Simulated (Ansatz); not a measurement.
## Zone-centre modes in Si2Mo

Theory: Ansatz, DFT PBEsol, scalar-relativistic, plane waves, PAW. The runs took a 420 eV cutoff, a Γ-centred 20×20×20 mesh and Gaussian smearing (0.15 eV). No spin polarisation.

Zero of the scan (relaxed at this level):

```yaml
crystal:
  lattice:
    - [-1.59504, 1.59504, 3.91069]
    - [1.59504, -1.59504, 3.91069]
    - [1.59504, 1.59504, -3.91069]
  atoms:
    - { symbol: Si, position: [0.33506, 0.33506, 0.00000] }
    - { symbol: Si, position: [0.66494, 0.66494, 0.00000] }
    - { symbol: Mo, position: [0.00000, 0.00000, 0.00000] }
```

Harmonic modes by finite displacements of 0.02 Å, without the LO–TO term.

(1) At this geometry, is the structure stable against these modes?

(2) List the wavenumbers in cm⁻¹.

Answers

(1) Yes: no mode is imaginary beyond 10 cm⁻¹, and only the three translations lie near zero.

(2) 0, 0, 0, 278, 278, 318, 333, 333, 437.

Cost: 1 run of about 4.7 core-minutes, on Arm Neoverse V2 (shared hosts).